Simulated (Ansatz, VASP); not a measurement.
**Two plane-wave programs on Os**

```
CELL_PARAMETERS angstrom
-1.57004 1.57004 1.57004
1.57004 -1.57004 1.57004
1.57004 1.57004 -1.57004
ATOMIC_POSITIONS crystal
Os 0.00000 0.00000 0.00000
```

Alike in both runs: functional BLYP; k mesh 14 × 14 × 14; occupations fermi-dirac, width 0.1 eV; no spin polarisation.

Ansatz relaxed the structure, and its values are those at the end. VASP's run is a single point on that final structure, the one shown.

|  | VASP | Ansatz |
| --- | --- | --- |
| version | VASP 6.6.1 | Ansatz 0.2.0 |
| potentials or method | VASP PAW PBE potentials, release 64 (Os) | plane waves (420 eV) with PAW, scalar-relativistic |
| plane-wave cutoff (eV) | 520 | 420 |
| valence electrons in the cell | 8 | 16 |

```csv
,VASP,Ansatz,Ansatz less VASP
pressure (GPa),2.4,0.0,-2.41
```

The functional is the same, so the differences come from potentials, cutoffs and numerics. The two sets of potentials don't hold the same shells in valence.

Caveats: the PAW data sets were made with another functional, which shifts forces and pressure a little (VASP). The runs have no spin-orbit coupling, so splittings on Os are missing.
